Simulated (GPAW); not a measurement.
CdS (Hawleyite):

```
Cd S
1.0
     0.00000    2.91650    2.91650
     2.91650    0.00000    2.91650
     2.91650    2.91650    0.00000
Cd S
1 1
Cartesian
  0.0000 0.0000 0.0000
  4.3748 4.3748 4.3748
```

Program: GPAW 26.7.0. Alike in all runs: no spin polarisation; cell as given; smearing fermi-dirac 0.05 eV.

Problem. Order these runs on this cell by their pressure, lowest first.
A. level PBEsol; potentials or basis PAW data sets generated in the run's folder for this functional, pw; k mesh 8 × 8 × 8; cutoff (eV) 600; maxiter 150; band path GXWKGLUWLK,UX; band points 80
B. level r2SCAN; potentials or basis GPAW PAW data sets (gpaw-data 1.2.1), pw; k mesh 8 × 8 × 8; cutoff (eV) 600; maxiter 150; band path GXWKGLUWLK,UX; band points 60
C. level RPBE; potentials or basis the program's PAW data sets (release 1.2.1) made for this functional, pw; k mesh 8 × 8 × 8; cutoff (eV) 600; maxiter 150; band path GXWKGLUWLK,UX; band points 80
D. level LDA; potentials or basis the program's PAW data sets (release 1.2.1) made for this functional, pw; k mesh 6 × 6 × 6; cutoff (eV) 450; maxiter 120; convergence default

Solution. D (-3.6 GPa), A (-0.5 GPa), B (1.4 GPa), C (4.8 GPa).

Caveats: the PAW data sets were made with another functional, which shifts forces and pressure a little (some runs); the cutoff is short for stress and forces, so pressures can be off by a GPa or more (some runs).

Not every run made on this cell is shown here.
